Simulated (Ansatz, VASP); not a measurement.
**HfO2: VASP beside Ansatz**

INCAR

```
PREC = Accurate
ENCUT = 520
EDIFF = 1E-6
ISMEAR = -1
SIGMA = 0.05
LREAL = False
LASPH = True
NELM = 100
ALGO = Fast
ISIF = 2
LWAVE = False
LCHARG = True
GGA = PS
IVDW = 12
LELF = True
LVHAR = True
NBANDS = 56
```

The input KPOINTS:

```
regular mesh
0
Gamma
  5 5 5
```

File POSCAR:

```
HfO2
1.0
    5.0488293586      0.0000000000      0.0000000000
    0.0000000000      5.1156143815      0.0000000000
   -0.8470580823      0.0000000000      5.1434008384
Hf O
4 8
Direct
    0.2755000000      0.4603000000      0.7080000000
    0.7245000000      0.9603000000      0.7920000000
    0.7245000000      0.5397000000      0.2920000000
    0.2755000000      0.0397000000      0.2080000000
    0.0742000000      0.1684000000      0.8467000000
    0.9258000000      0.6684000000      0.6533000000
    0.9258000000      0.8316000000      0.1533000000
    0.0742000000      0.3316000000      0.3467000000
    0.4487000000      0.7419000000      0.9801000000
    0.5513000000      0.2419000000      0.5199000000
    0.5513000000      0.2581000000      0.0199000000
    0.4487000000      0.7581000000      0.4801000000
```

File input.yaml:

```yaml
crystal:
  lattice:
    - [5.0488293586, 0.0, 0.0]
    - [0.0, 5.1156143815, 0.0]
    - [-0.8470580823, 0.0, 5.1434008384]
  atoms:
    - { symbol: Hf, position: [0.2755, 0.4603, 0.708] }
    - { symbol: Hf, position: [0.7245, 0.9603, 0.792] }
    - { symbol: Hf, position: [0.7245, 0.5397, 0.292] }
    - { symbol: Hf, position: [0.2755, 0.0397, 0.208] }
    - { symbol: O, position: [0.0742, 0.1684, 0.8467] }
    - { symbol: O, position: [0.9258, 0.6684, 0.6533] }
    - { symbol: O, position: [0.9258, 0.8316, 0.1533] }
    - { symbol: O, position: [0.0742, 0.3316, 0.3467] }
    - { symbol: O, position: [0.4487, 0.7419, 0.9801] }
    - { symbol: O, position: [0.5513, 0.2419, 0.5199] }
    - { symbol: O, position: [0.5513, 0.2581, 0.0199] }
    - { symbol: O, position: [0.4487, 0.7581, 0.4801] }
hamiltonian:
  xc: pbesol
  pseudopotentials: { kind: paw }
  dispersion: d3bj
kpoints:
  mp_grid: { grid: [5, 5, 5] }
scf:
  occupations: { method: fermi_dirac, width: 0.05 }
output:
  forces: true
  stress: true
  eigenvalues: true
```

Alike in both runs: task single point; functional PBEsol; dispersion D3(BJ); k mesh 5 × 5 × 5; occupations fermi-dirac, width 0.05 eV; no spin polarisation.

```csv
,VASP,Ansatz
version,VASP 6.6.1,Ansatz 0.2.0
potentials or method,"VASP PAW PBE potentials, release 64 (Hf_pv, O)",Ansatz PAW
plane-wave cutoff (eV),520,420
valence electrons in the cell,88,152
```

```csv
,VASP,Ansatz,Ansatz less VASP
gap on the k mesh at the Fermi level (eV),4.20,4.23,+0.032
least direct gap on the mesh (eV),4.26,4.29,+0.029
pressure (GPa),2.7,5.9,+3.20
largest component of the traceless stress (GPa),0.54,0.73,+0.195
rms of the force components (eV/Å),0.240,0.261,+0.0201
dispersion energy (meV/atom),-222.4,-222.4,-0.07
```

Atom by atom the forces differ by 0.032 eV/Å (rms over components). The two sets of potentials don't hold the same shells in valence.

Caveats: spin-orbit coupling is left out, which moves the levels of the heavy elements; the PAW data sets were made with another functional, which shifts forces and pressure a little (VASP); an odd mesh through Γ misses points on the zone boundary, where band edges often lie (VASP); odd divisions of the mesh miss points on the zone boundary, where band edges often lie, so the gap on the mesh can be too wide (Ansatz); the pressure holds a Pulay correction of +0.9 GPa for the finite cutoff (Ansatz); the PAW data sets come from PBE, with cores solved anew for the run's functional, which leaves a small shift of forces and pressure (Ansatz). PBEsol gaps usually lie below the measured ones, often by a third to a half.
